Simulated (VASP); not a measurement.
**TiO2: band structure with PW91**

**What was measured.**

“Shallow Valence Band of Rutile GeO2 and P-type Doping”, 2020, arxiv:2011.08928 quotes, for a bulk crystal of TiO2 at 1.6 K: band gap 3.03 eV (direct).

The system is TiO2.

```xyz
6
Lattice="4.5998 0.0000 0.0000 0.0000 4.5998 0.0000 0.0000 0.0000 2.9592" Properties=species:S:1:pos:R:3 pbc="T T T"
Ti    0.0000    0.0000    1.4796
Ti    2.2999    2.2999    0.0000
O     1.3998    1.3998    1.4796
O     0.9001    3.6997    0.0000
O     3.6997    0.9001    0.0000
O     3.2000    3.2000    1.4796
```

The cell is a database's computed one.

* Program: VASP 6.6.1
* Task: band structure
* Functional: PW91
* Potentials or basis: VASP PAW PBE potentials, release 64 (Ti_sv, O)
* Cutoff: 520 eV
* k mesh: 6 × 6 × 9
* Occupations: fermi-dirac, width 0.05 eV
* Spin: no spin polarisation
* Further INCAR settings: ALGO = Normal; EDIFF = 1e-07

```
Pressure                : 4.5 GPa
Largest force           : 0.025 eV/Å
Band gap on the k mesh  : 1.83 eV, direct
Band gap along the path : 1.83 eV, direct
```

Forces in eV/Å, atoms in the order of the input:
```
Ti   0.000  0.000  0.000
Ti   0.000  0.000  0.000
O   -0.017 -0.017  0.000
O    0.017 -0.017  0.000
O   -0.017  0.017  0.000
O    0.017  0.017  0.000
```

Stress tensor (GPa, compression positive):
```
4.70 0.00 0.00
0.00 4.70 0.00
0.00 0.00 4.22
```

Levels at the corners of the path, in eV from the valence-band top:
| point | band 22 | band 23 | band 24 | band 25 | band 26 | band 27 |
| --- | --- | --- | --- | --- | --- | --- |
| Γ | -0.46 | -0.46 | 0.00 | 1.83 | 2.12 | 2.38 |
| X | -1.65 | -0.74 | -0.74 | 2.49 | 2.49 | 2.98 |
| X | -1.65 | -0.74 | -0.74 | 2.49 | 2.49 | 2.98 |
| M | -1.31 | -1.08 | -1.08 | 1.86 | 1.86 | 2.48 |
| M | -1.31 | -1.08 | -1.08 | 1.86 | 1.86 | 2.48 |
| Γ | -0.46 | -0.46 | 0.00 | 1.83 | 2.12 | 2.39 |
| Γ | -0.46 | -0.46 | 0.00 | 1.83 | 2.12 | 2.36 |
| Z | -2.36 | -1.42 | -1.42 | 2.93 | 2.93 | 3.13 |
| Z | -2.36 | -1.42 | -1.42 | 2.93 | 2.93 | 3.13 |
| R | -2.03 | -1.04 | -1.04 | 1.87 | 1.87 | 3.15 |
| R | -2.03 | -1.04 | -1.04 | 1.87 | 1.87 | 3.15 |
| A | -1.29 | -0.67 | -0.67 | 2.56 | 2.56 | 3.17 |
| A | -1.29 | -0.67 | -0.67 | 2.56 | 2.56 | 3.17 |
| Z | -2.36 | -1.42 | -1.42 | 2.93 | 2.93 | 3.13 |
| X | -1.65 | -0.74 | -0.74 | 2.49 | 2.49 | 2.98 |
| R | -2.03 | -1.04 | -1.04 | 1.87 | 1.87 | 3.15 |
| M | -1.31 | -1.08 | -1.08 | 1.86 | 1.86 | 2.48 |
| A | -1.29 | -0.67 | -0.67 | 2.56 | 2.56 | 3.17 |

Wall time 2.7 min on 1 thread of Intel(R) Xeon(R) 6975P-C (Granite Rapids), on a shared host, peak memory 0.27 GiB.

A measured gap of TiO2 is 3.03 eV (direct; 1.6 K; quoted in “Shallow Valence Band of Rutile GeO2 and P-type Doping”, 2020, arxiv:2011.08928); the calculated 1.83 eV misses it by -1.20 eV. 2 values of this kind are on record in papers (3.03 to 3.05 eV); this one was drawn at random among those near their median. The value is that of PW91, without temperature or zero-point motion. Semilocal functionals fall short of measured gaps as a rule. The cell is a database's relaxed one, not the measured one, which moves gaps too.

Caveat: the PAW data sets were made with another functional, which shifts forces and pressure a little.
